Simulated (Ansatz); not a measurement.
WSe2 in the 3R-MoS2 structure, relaxed with r2SCAN+rVV10 in the PAW code Ansatz. It is trigonal, R3m (No. 160); a = 3.302 Å, c = 19.739 Å in the conventional setting, 20.71 Å³ an atom. W is surrounded by 6 Se at 2.53 Å; Se is surrounded by 3 W at 2.53 Å.

The axes x, y and z are those of this cell:
```
CELL_PARAMETERS angstrom
1.65107 0.95325 6.57965
-1.65107 0.95325 6.57965
0.00000 -1.90650 6.57965
ATOMIC_POSITIONS crystal
W 0.99998 0.99998 0.99998
Se 0.41765 0.41765 0.41765
Se 0.24903 0.24903 0.24903
```

Unstrained: The PBE gap is indirect, 1.058 eV (T to Γ–S₀ (0.54 of the way from Γ)), below the direct gap of 1.586 eV at k = (-0.163, 0.163, -1/2). The r2SCAN gap is indirect, 1.180 eV (T to Γ–S₀ (0.54 of the way from Γ)), below the direct gap of 1.698 eV at k = (-0.163, 0.163, -1/2). Meshes: PBE 10×10×10, r2SCAN 10×10×10. Strains are changes of length per length. After each strain the atoms were relaxed again with r2SCAN+rVV10 within the symmetry that the strain leaves, so tilts or polar shifts that break it weren't tested; points keep the names that they have in the unstrained zone. (Calculated; spin-unpolarised; the phase may be known or hypothetical.)

(1) Apply isotropic +1.5 % on every length. How far does the gap move, against the unstrained cell?

(2) Estimate what isotropic +1.0 % on every length does to the gap.

Results:

(1) PBE: the gap goes from 1.058 to 1.036 eV (-0.022 eV); the edges go from T → Γ–S₀ (0.54) to T → (0.164, 0.497, -0.169). r2SCAN: the gap goes from 1.180 to 1.114 eV (-0.066 eV); the edges go from T → Γ–S₀ (0.54) to T → (0.164, 0.497, -0.169).

(2) PBE: the gap goes from 1.058 to 1.094 eV (+0.036 eV). r2SCAN: the gap goes from 1.180 to 1.194 eV (+0.014 eV); the edges go from T → Γ–S₀ (0.54) to T → (-0.163, 0.163, -1/2).

Spin-orbit coupling is left out, which matters wherever the heavy atoms make up the band edges.

Where an edge lies off the special points, it is a point of the mesh or the k point where a search put PBE's edge or least direct gap, reused for the other functionals, whose own edges may lie a little apart.

Coordinates of k points refer to the reciprocal vectors of the primitive cell of the runs.
